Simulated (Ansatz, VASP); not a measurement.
# Two plane-wave programs on In

INCAR

```
PREC = Accurate
ENCUT = 520
EDIFF = 1E-6
ISMEAR = -1
SIGMA = 0.1
LREAL = F
LASPH = T
NELM = 60
ALGO = Normal
ISIF = 2
LWAVE = F
LCHARG = F
GGA = PS
NBANDS = 12
```

KPOINTS

```
Automatic mesh
0
Gamma
  12 12 12
```

Contents of POSCAR:

```
In
1.0
    2.9735047159      0.0000000000      0.0000000000
    0.0000000000      2.9735047159      0.0000000000
    0.0000000000      0.0000000000      2.9735047159
In
1
Direct
    0.0000000000      0.0000000000      0.0000000000
```

Input for Ansatz:

```yaml
crystal:
  lattice:
    - [2.9735047159, 0.0, 0.0]
    - [0.0, 2.9735047159, 0.0]
    - [0.0, 0.0, 2.9735047159]
  atoms:
    - { symbol: In, position: [0.0, 0.0, 0.0] }
hamiltonian:
  xc: pbesol
  pseudopotentials:
    kind: paw
    azcp:
      In: "pseudopotentials/In.paw.azcp"
basis:
  ecutwfc: 420
  fft_grid_basis: typed
kpoints:
  mp_grid: { grid: [12, 12, 12], shift: [0, 0, 0] }
magnetization:
  spin_polarized: false
scf:
  occupations: { method: fermi_dirac, width: 0.1 }
  lower_state_search: "off"
output:
  stress: true
```

Alike in both runs: task single point; functional PBEsol; k mesh 12 × 12 × 12; occupations fermi-dirac, width 0.1 eV; no spin polarisation.

```csv
,VASP,Ansatz
version,VASP 6.6.1,Ansatz 0.2.0
potentials or method,"VASP PAW PBE potentials, release 64 (In_d)","plane waves (420 eV) with PAW, scalar-relativistic"
plane-wave cutoff (eV),520,420
valence electrons in the cell,13,13
```

|  | VASP | Ansatz | Ansatz less VASP |
| --- | --- | --- | --- |
| pressure (GPa) | 1.7 | 1.8 | +0.03 |

With one functional, cell and mesh, what is left measures potentials, basis and numerics. Ansatz warned: «pseudo_functional_mismatch».

Caveats: the PAW data sets were made with another functional, which shifts forces and pressure a little (VASP).
